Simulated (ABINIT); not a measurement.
# A GW chain in ABINIT: RbBr (Fm-3m), part 2 of 3

Aim: the G0W0 gap of RbBr (Fm-3m) on PBE, step by step.

ABINIT 10.8.3; PBE and many-body steps on it, plane waves. Known limits of the many-body steps: not at the basis limit; no spin-orbit coupling.

So far. Step 2 (Ground state): The gap is direct, at Γ.

The database entry behind the starting cell differs from later determinations by our own check (about 0.5 % short), so it need not match the best structure at ambient conditions.

### Step 3. Bands along the symmetry lines

Level of this step: DFT, PBE, plane waves, norm-conserving pseudopotentials (ABINIT).

The cheap functional maps the bands first; the places of the edges decide which points the dearer methods must see.

File run.abi:

```
acell 3*1.0 Angstrom
rprim 
  0.000000000000 3.427000000000 3.427000000000
  3.427000000000 0.000000000000 3.427000000000
  3.427000000000 3.427000000000 -0.000000000000
ntypat 2
znucl 37 35
natom 2
typat 1 2
xred 
  0.000000000000 0.000000000000 0.000000000000
  0.500000000000 0.500000000000 0.500000000000
pp_dirpath "pseudos"
pseudos "Rb.upf, Br.upf"
ecut 19
iscf -2
irdden 1
kptopt 0
nkpt 50
kpt 
  0.00000000 0.00000000 0.00000000
  0.06250000 0.00000000 0.06250000
  0.12500000 0.00000000 0.12500000
  0.18750000 0.00000000 0.18750000
  0.25000000 0.00000000 0.25000000
  0.31250000 0.00000000 0.31250000
  0.37500000 0.00000000 0.37500000
  0.43750000 0.00000000 0.43750000
  0.50000000 0.00000000 0.50000000
  0.51562500 0.03125000 0.51562500
  0.53125000 0.06250000 0.53125000
  0.54687500 0.09375000 0.54687500
  0.56250000 0.12500000 0.56250000
  0.57812500 0.15625000 0.57812500
  0.59375000 0.18750000 0.59375000
  0.60937500 0.21875000 0.60937500
  0.62500000 0.25000000 0.62500000
  0.37500000 0.37500000 0.75000000
  0.32812500 0.32812500 0.65625000
  0.28125000 0.28125000 0.56250000
  0.23437500 0.23437500 0.46875000
  0.18750000 0.18750000 0.37500000
  0.14062500 0.14062500 0.28125000
  0.09375000 0.09375000 0.18750000
  0.04687500 0.04687500 0.09375000
  0.00000000 0.00000000 0.00000000
  0.06250000 0.06250000 0.06250000
  0.12500000 0.12500000 0.12500000
  0.18750000 0.18750000 0.18750000
  0.25000000 0.25000000 0.25000000
  0.31250000 0.31250000 0.31250000
  0.37500000 0.37500000 0.37500000
  0.43750000 0.43750000 0.43750000
  0.50000000 0.50000000 0.50000000
  0.50000000 0.46875000 0.53125000
  0.50000000 0.43750000 0.56250000
  0.50000000 0.40625000 0.59375000
  0.50000000 0.37500000 0.62500000
  0.50000000 0.34375000 0.65625000
  0.50000000 0.31250000 0.68750000
  0.50000000 0.28125000 0.71875000
  0.50000000 0.25000000 0.75000000
  0.50000000 0.21875000 0.71875000
  0.50000000 0.18750000 0.68750000
  0.50000000 0.15625000 0.65625000
  0.50000000 0.12500000 0.62500000
  0.50000000 0.09375000 0.59375000
  0.50000000 0.06250000 0.56250000
  0.50000000 0.03125000 0.53125000
  0.50000000 0.00000000 0.50000000
istwfk *1
nband 15
nbdbuf 2
tolwfr 1e-08
nstep 40
prtwf 0
prtvol 0
indata_prefix "in"
outdata_prefix "out"
tmpdata_prefix "tmp"
```

Started as:

```console
> OMP_NUM_THREADS=1 mpirun -n 8 abinit run.abi > log
```

Numbers of over 12 decimals in the logs are rounded to 6 here.

Log:

```text
.Version 10.8.3 of ABINIT. v10.8.2 released Aug 2026.

 Symmetries : space group Fm -3 m (#225); Bravais cF (face-center cubic)
[... echo of the input left out ...]
== DATASET  1 ==================================================================
-   mpi_nproc: 8, omp_nthreads: 1 (-1 if OMP is not activated)

--- !DatasetInfo
iteration_state: {dtset: 1, }
dimensions: {natom: 2, nkpt: 50, mband: 15, nsppol: 1, nspinor: 1, nspden: 1, mpw: 2180, }
cutoff_energies: {ecut:  19.0, pawecutdg:  -1.0, }
electrons: {nelect:   1.60000000E+01, charge:   0.00000000E+00, occopt:   1.00000000E+00, tsmear:   1.00000000E-02, }

 Real(R)+Recip(G) space primitive vectors, cartesian coordinates (Bohr,Bohr^-1):
 R(1)=  0.0000000  6.4760914  6.4760914  G(1)= -0.0772071  0.0772071  0.0772071
 R(2)=  6.4760914  0.0000000  6.4760914  G(2)=  0.0772071 -0.0772071  0.0772071
 R(3)=  6.4760914  6.4760914  0.0000000  G(3)=  0.0772071  0.0772071 -0.0772071
 Unit cell volume ucvol=  5.4321144E+02 bohr^3
 Angles (23,13,12)=  6.00000000E+01  6.00000000E+01  6.00000000E+01 degrees

 getcut: wavevector=  0.0000  0.0000  0.0000  ngfft=  36  36  36
         ecut(hartree)=     19.000   => boxcut(ratio)=   2.00324

--- Pseudopotential description ------------------------------------------------
- Rb Generated using ONCVPSP code by D. R. Hamann
- 37.00000   9.00000  171031                  znucl, zion, pspdat
12 -101130 2 -1 2308                          pspcod,pspxc,lmax,lloc,mmax
     nproj     2     2     2
  pspatm : epsatm=   34.45470878
         --- l  ekb(1:nproj) -->
             0    8.246201   -0.469081
             1    3.243116   -0.369397
             2   -1.026759    0.985281
 pspatm: atomic psp has been read  and splines computed

- Br Generated using ONCVPSP code by D. R. Hamann
- 35.00000   7.00000  171031                  znucl, zion, pspdat
12 -101130 2 -1 1098                          pspcod,pspxc,lmax,lloc,mmax
     nproj     2     2     2
  pspatm : epsatm=   11.64859065
         --- l  ekb(1:nproj) -->
[...]
pspatm: atomic psp has been read  and splines computed

--------------------------------------------------------------------------------

================================================================================
 prteigrs : about to open file out_EIG
 Non-SCF case, kpt    1 (  0.00000  0.00000  0.00000), residuals and eigenvalues=
  1.84E-09  3.21E-09  1.82E-09  5.89E-09  4.90E-09  1.92E-09  1.94E-09  3.79E-09
  8.28E-09  7.50E-09  9.35E-10  2.63E-09  1.12E-09  5.88E-09  1.02E-08
 -9.3590E-01 -4.8605E-01 -3.5047E-01 -3.5047E-01 -3.5047E-01 -3.8280E-02
 -3.8280E-02 -3.8280E-02  1.2208E-01  2.2944E-01  2.2944E-01  2.2944E-01
[...]
Non-SCF case, kpt    2 (  0.06250  0.00000  0.06250), residuals and eigenvalues=
  1.74E-09  1.78E-09  1.71E-09  5.78E-09  1.33E-09  5.87E-09  1.38E-09  5.68E-09
[...]
4.97E-09  6.57E-09  3.75E-09  3.05E-09  5.90E-09  9.64E-09  1.44E-09  6.43E-09
  4.56E-09  1.43E-09  1.55E-09  6.12E-09  9.22E-09  9.10E-09  9.82E-06
[...]
Non-SCF case, kpt   49 (  0.50000  0.03125  0.53125), residuals and eigenvalues=
[...]
Non-SCF case, kpt   50 (  0.50000  0.00000  0.50000), residuals and eigenvalues=
[...]
-9.3547E-01 -4.8409E-01 -3.5718E-01 -3.5312E-01 -3.5312E-01 -5.5652E-02
 -4.4118E-02 -4.4118E-02  1.6807E-01  2.2384E-01  2.9994E-01  3.0018E-01
[...]
--- !ResultsGS
iteration_state: {dtset: 1, }
comment   : Summary of ground state results
lattice_vectors:
- [  0.0000000,   6.4760914,   6.4760914, ]
- [  6.4760914,   0.0000000,   6.4760914, ]
- [  6.4760914,   6.4760914,  -0.0000000, ]
lattice_lengths: [   9.15858,    9.15858,    9.15858, ]
lattice_angles: [ 60.000,  60.000,  60.000, ] # degrees, (23, 13, 12)
lattice_volume:   5.4321144E+02
convergence: {deltae:  0.000E+00, res2:  0.000E+00, residm:  9.895E-09, diffor:  0.000E+00, }
etotal    :  -4.29380900E+01
entropy   :   0.00000000E+00
fermie    :  -3.82805169E-02
cartesian_stress_tensor: null
pressure_GPa: null
xred      :
- [  0.0000E+00,   0.0000E+00,   0.0000E+00, Rb]
- [  5.0000E-01,   5.0000E-01,   5.0000E-01, Br]
cartesian_forces: null
force_length_stats: {min: null, max: null, mean: null, }

 Integrated electronic density in atomic spheres:
 ------------------------------------------------
 Atom  Sphere_radius  Integrated_density
[...]
================================================================================

 ----iterations are completed or convergence reached----

 Mean square residual over all n,k,spin=   46.489E-10; max=  98.950E-10
 reduced coordinates (array xred) for    2 atoms
       0.000000000000      0.000000000000      0.000000000000
       0.500000000000      0.500000000000      0.500000000000

 cartesian coordinates (angstrom) at end:
    1      0.000000     0.000000     0.000000
    2      3.427000     3.427000     3.427000
 length scales=  1.889726125908  1.889726125908  1.889726125908 bohr
              =  1.000000000000  1.000000000000  1.000000000000 angstroms
 prteigrs : about to open file out_EIG
 Eigenvalues (hartree) for nkpt=  50  k points:
 kpt#   1, nband= 15, wtk=  1.00000, kpt=  0.0000  0.0000  0.0000 (reduced coord)
[...]
kpt#   2, nband= 15, wtk=  1.00000, kpt=  0.0625  0.0000  0.0625 (reduced coord)
[...]
kpt#   3, nband= 15, wtk=  1.00000, kpt=  0.1250  0.0000  0.1250 (reduced coord)
[...]
kpt#  49, nband= 15, wtk=  1.00000, kpt=  0.5000  0.0313  0.5313 (reduced coord)
  -0.93547   -0.48413   -0.35714   -0.35316   -0.35299   -0.05558   -0.04460   -0.04428
   0.16902    0.22510    0.29774    0.30111    0.30793    0.35988    0.36087
 kpt#  50, nband= 15, wtk=  1.00000, kpt=  0.5000  0.0000  0.5000 (reduced coord)
  -0.93547   -0.48409   -0.35718   -0.35312   -0.35312   -0.05565   -0.04412   -0.04412
   0.16807    0.22384    0.29994    0.30018    0.30871    0.35982    0.35982

== END DATASET(S) ==============================================================
================================================================================

 -outvars: echo values of variables after computation  --------
            nband          15
             nkpt          50
          spgroup         225
 [... the other variables as echoed above ...]

 Calculation completed.
```

Wall time 5.2 s (8 MPI ranks of Arm Neoverse V2, shared host); peak memory 0.48 GiB.

Numbers from this step:

| Quantity | Value |
| --- | --- |
| gap | 4.364 eV |
| k of the valence top | 0, 0, 0 |
| k of the conduction bottom | 0, 0, 0 |
| least direct gap | 4.364 eV |

The gap is 4.364 eV, as in the run before at this level.

Electronic bands along the path, in eV, zero at the top of the highest filled band; v1 is the highest filled band, c1 the lowest empty one:

```tsv
point	v4	v3	v2	v1	c1	c2	c3	c4
Γ	-8.50	0.00	0.00	0.00	4.36	7.29	7.29	7.29
halfway	-8.49	-0.60	-0.10	-0.10	5.72	6.25	8.62	8.76
X	-8.57	-0.47	-0.16	-0.16	5.62	7.13	9.20	9.21
halfway	-8.56	-0.46	-0.26	-0.19	5.82	7.40	8.82	9.28
U	-8.53	-0.49	-0.41	-0.26	6.35	8.13	8.16	8.86
jump to K	-8.53	-0.49	-0.41	-0.26	6.35	8.13	8.16	8.86
halfway	-8.46	-0.67	-0.28	-0.15	6.03	6.98	8.06	8.80
Γ	-8.50	0.00	0.00	0.00	4.36	7.29	7.29	7.29
halfway	-8.47	-0.56	-0.18	-0.18	5.63	7.15	8.01	8.01
L	-8.45	-0.99	-0.35	-0.35	6.82	7.72	9.49	9.49
halfway	-8.48	-0.76	-0.35	-0.33	6.98	7.42	8.88	9.00
W	-8.48	-0.49	-0.35	-0.35	7.09	7.09	8.27	8.62
halfway	-8.52	-0.44	-0.33	-0.22	6.02	7.60	8.43	9.14
X	-8.57	-0.47	-0.16	-0.16	5.62	7.13	9.20	9.21
```

The electronic bands as a text plot (rows in eV, shown from -8.0 to 8.2 only):

```
    7.8 |+ +++          ++++    +++++ ++   ++   ++++++      ++
    7.2 |++++      +++++    ++++++++++++++++++++  ++++++++++  +++
    6.5 |    ++++++      +++  ++               +++         ++
    5.8 |     +++++++++++       +           +++              ++++
    5.1 |  +++                   ++++      +
    4.5 |++                          ++++++
    3.8 |
    3.1 |
    2.4 |
    1.8 |
    1.1 |
    0.4 |
   -0.2 |********************************************************
   -0.9 |     ****         ******            ***********
   -1.6 |
   -2.3 |
   -2.9 |
   -3.6 |
   -4.3 |
   -5.0 |
   -5.6 |
   -6.3 |
   -7.0 |
   -7.7 |
         Γ           X  U|K            Γ         L        W     X
```

### Step 4. Empty states on the mesh, 4×4×4 mesh, 612 bands

The sums over transitions need many empty states on a uniform mesh; this step solves for them.

File run.abi:

```
acell 3*1.0 Angstrom
rprim 
  0.000000000000 3.427000000000 3.427000000000
  3.427000000000 0.000000000000 3.427000000000
  3.427000000000 3.427000000000 -0.000000000000
ntypat 2
znucl 37 35
natom 2
typat 1 2
xred 
  0.000000000000 0.000000000000 0.000000000000
  0.500000000000 0.500000000000 0.500000000000
pp_dirpath "pseudos"
pseudos "Rb.upf, Br.upf"
ecut 19
ngkpt 4 4 4
nshiftk 1
shiftk 0 0 0
kptopt 1
chksymbreak 0
irdden 1
istwfk *1
nband 612
prtvol 0
optdriver 6
gwr_task "HDIAGO"
paral_kgb 0
occopt 1
indata_prefix "in"
outdata_prefix "out"
tmpdata_prefix "tmp"
```

Log:

```text
[banner, memory and clock lines left out]
.Version 10.8.3 of ABINIT. v10.8.2 released Aug 2026.

 Symmetries : space group Fm -3 m (#225); Bravais cF (face-center cubic)
[... echo of the input left out ...]
== DATASET  1 ==================================================================
-   mpi_nproc: 8, omp_nthreads: 1 (-1 if OMP is not activated)

--- !DatasetInfo
iteration_state: {dtset: 1, }
dimensions: {natom: 2, nkpt: 8, mband: 612, nsppol: 1, nspinor: 1, nspden: 1, mpw: 2180, }
cutoff_energies: {ecut:  19.0, pawecutdg:  -1.0, }
electrons: {nelect:   1.60000000E+01, charge:   0.00000000E+00, occopt:   1.00000000E+00, tsmear:   1.00000000E-02, }

.Using double precision arithmetic; gwpc =  8

- Reading GS density from: in_DEN

--- Pseudopotential description ------------------------------------------------
- Rb Generated using ONCVPSP code by D. R. Hamann
- 37.00000   9.00000  171031                  znucl, zion, pspdat
12 -101130 2 -1 2308                          pspcod,pspxc,lmax,lloc,mmax
     nproj     2     2     2
  pspatm : epsatm=   34.45470878
         --- l  ekb(1:nproj) -->
             0    8.246201   -0.469081
             1    3.243116   -0.369397
             2   -1.026759    0.985281
 pspatm: atomic psp has been read  and splines computed

- Br Generated using ONCVPSP code by D. R. Hamann
- 35.00000   7.00000  171031                  znucl, zion, pspdat
12 -101130 2 -1 1098                          pspcod,pspxc,lmax,lloc,mmax
     nproj     2     2     2
  pspatm : epsatm=   11.64859065
         --- l  ekb(1:nproj) -->
             0    8.455549    0.878460
             1    5.292495    0.880691
             2    2.589748    0.385882
 pspatm: atomic psp has been read  and splines computed

   7.37652791E+02                                ecore*ucvol(ha*bohr**3)

 Total charge density [el/Bohr^3]
)     Maximum=    3.1531E-01  at reduced coord.    0.1111    0.8889    0.9722
)     Minimum=    6.3750E-04  at reduced coord.    0.2500    0.2500    0.2500
   Integrated=    1.6000E+01

 === KS gaps after direct diagonalization ===
 Direct band gap semiconductor
 Fundamental gap:     4.364 (eV)
   VBM:    -1.042 (eV) at k: [ 0.0000E+00,  0.0000E+00,  0.0000E+00]
   CBM:     3.322 (eV) at k: [ 0.0000E+00,  0.0000E+00,  0.0000E+00]
 Direct gap:         4.364 (eV) at k: [ 0.0000E+00,  0.0000E+00,  0.0000E+00]

== END DATASET(S) ==============================================================

 -outvars: echo values of variables after computation  --------
           etotal      0.0000000000E+00
            nband         612
             nkpt           8
          spgroup         225
 [... the other variables as echoed above ...]

 Calculation completed.
```

It took 9.9 s on 8 MPI ranks; peak memory 2.6 GiB; 78 s of CPU time.

Numbers from this step:

```
gap                                                           : 4.364 eV
k of the valence top                                          : 0, 0, 0
k of the conduction bottom                                    : 0, 0, 0
least direct gap                                              : 4.364 eV
k points computed                                             : 8
lowest point of the top converged band, above the valence top : 213.6635 eV
```

On this mesh the gap is 4.364 eV.

### Step 5. Screening, 4×4×4 mesh, 604 bands, screening to 261.2 eV

The RPA dielectric matrix is built and inverted for each q.

This step: RPA screening on PBE, plane waves, norm-conserving pseudopotentials.

run.abi: that of step 4 with these lines changed.

```diff
@@ -20,10 +20,11 @@
 chksymbreak 0
-irdden 1
 istwfk *1
-nband 612
-prtvol 0
-optdriver 6
-gwr_task "HDIAGO"
-paral_kgb 0
 occopt 1
+irdwfk 1
+optdriver 3
+nband 604
+ecuteps 9.6
+inclvkb 2
+awtr 1
+symchi 1
 indata_prefix "in"
```

Log:

```text
.Version 10.8.3 of ABINIT. v10.8.2 released Aug 2026.

 Symmetries : space group Fm -3 m (#225); Bravais cF (face-center cubic)
[... echo of the input left out ...]
== DATASET  1 ==================================================================
-   mpi_nproc: 8, omp_nthreads: 1 (-1 if OMP is not activated)

--- !DatasetInfo
iteration_state: {dtset: 1, }
dimensions: {natom: 2, nkpt: 8, mband: 604, nsppol: 1, nspinor: 1, nspden: 1, mpw: 2180, }
cutoff_energies: {ecut:  19.0, pawecutdg:  -1.0, }
electrons: {nelect:   1.60000000E+01, charge:   0.00000000E+00, occopt:   1.00000000E+00, tsmear:   1.00000000E-02, }

 SCREENING: Calculation of the susceptibility and dielectric matrices

 Based on a program developped by R.W. Godby, V. Olevano, G. Onida, and L. Reining.
 Incorporated in ABINIT by V. Olevano, G.-M. Rignanese, and M. Torrent.
.Using double precision arithmetic ; gwpc =  8

[... cell and pseudopotentials left out ...]
--------------------------------------------------------------------------------

 ==== K-mesh for the wavefunctions ====
 Number of points in the irreducible wedge :     8
[... list of points left out ...]
 Together with 48 symmetry operations and time-reversal symmetry
 yields    64 points in the full Brillouin Zone.

 ==== Q-mesh for the screening function ====
 Number of points in the irreducible wedge :     8
[... list of points left out ...]
 Together with 48 symmetry operations and time-reversal symmetry
 yields    64 points in the full Brillouin Zone.

 setmesh: FFT mesh size selected  =    32x   32x   32
          total number of points  =        32768

 vcoul_init : cutoff-mode = AUXILIARY_FUNCTION
 q-points for optical limit:   1
     1)      0.000010    0.000020    0.000030

- screening: taking advantage of time-reversal symmetry
- Maximum band index for partially occupied states nbvw = 8
- Remaining bands to be divided among processors   nbcw = 596
- Number of bands treated by each node ~74

 Number of electrons calculated from density =   16.0000; Expected =   16.0000
 average of density, n =  0.029454
 r_s =    2.0087
 omega_plasma =   16.5551 [eV]

 calculating chi0 at frequencies [eV] :
  1    0.000000E+00    0.000000E+00
  2    0.000000E+00    1.655507E+01

--------------------------------------------------------------------------------
  q-point number  1        q = ( 0.000000, 0.000000, 0.000000) [r.l.u.]
--------------------------------------------------------------------------------
[... chi0 elements left out ...]
 For q-point:  0.000010 0.000020 0.000030
  dielectric constant =   2.3654
  dielectric constant without local fields =   2.8438

  Average fulfillment of the sum rule on Im[epsilon] for q-point    1 :     99.41  [%]
[... wings left out ...]
  q-point number  2        q = ( 0.250000, 0.000000, 0.000000) [r.l.u.]
--------------------------------------------------------------------------------
[... chi0 elements left out ...]
  Average fulfillment of the sum rule on Im[epsilon] for q-point    2 :    101.00  [%]

 [... 6 further q-points ...]
```

Wall time 2.7 min (8 MPI ranks); peak memory 4 GiB; 22 min of CPU time.

Numbers from this step:

| Property | Result |
| --- | --- |
| ε∞ with local fields, on this mesh, along the program's q direction | 2.365 |
| the same without local fields | 2.844 |
| plasma frequency | 16.56 eV |
| plane waves in the screening matrix | 749 |

Local fields lower ε∞ by 17 %.

[end of part 2 of 3]

[Paths, hosts, dates, memory and timing lines, banners, echoed tables and standing remarks are left out of the program output.]

[Logs are printed without paths, hosts, clocks, repeated set-up lines and the standing remarks that a program may print on its own settings, such as how far it seeks lower states.]

[Runs of the session that timed out or met a known fault of the program may be left out.]

[Hosts, paths, dates, database ids (printed as entryN), source tags and the programs' standing remarks are cut or masked in the printed files.]

[G0W0 gaps are taken among the corrected bands and points alone; a level outside them can change the order at an edge.]

[Where Ansatz stands beside ABINIT at settings called matched, ABINIT's density can come from a denser mesh and the files from another edition; pairs whose starting gaps differed by over 0.03 eV were left out, so agreement reads better than it is.]
